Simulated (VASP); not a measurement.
A run of VASP 6.6.1 is set up as follows.

File INCAR:

```
ALGO = Normal ; EDIFF = 1E-6
ENCUT = 520 ; GGA = CA
ISIF = 2 ; ISMEAR = 0
LASPH = T ; LCHARG = F
LREAL = F ; LWAVE = F
NBANDS = 15 ; NELM = 100
PREC = Accurate ; SIGMA = 0.1
```

The input KPOINTS:

```
k-points
0
Gamma
  15 15 12
```

Contents of POSCAR:

```
HfB2
1.0
    3.1031070393      0.0000000000      0.0000000000
   -1.5515535196      2.6873695267      0.0000000000
    0.0000000000      0.0000000000      3.4221918348
Hf B
1 2
Direct
    0.0000000000      0.0000000000      0.0000000000
    0.3333333333      0.6666666667      0.5000000000
    0.6666666667      0.3333333333      0.5000000000
```

Potentials or basis: VASP PAW LDA potentials, release 64 (Hf_pv, B).

Run with:

```sh
$ cat potpaw_LDA.64/Hf_pv/POTCAR potpaw_LDA.64/B/POTCAR > POTCAR
$ mpirun -np 1 vasp_std > vasp.out
```

Problem. What does it give for the pressure?

Solution. 0.7 GPa.

Problem. Predict the band gap on the k mesh.

Solution. None (metal or under the smearing width).

Stress tensor (GPa, compression positive):
```
0.48 0.00 0.00
0.00 0.48 0.00
0.00 0.00 1.06
```

Spin-orbit coupling is left out, which matters for the levels of Hf.
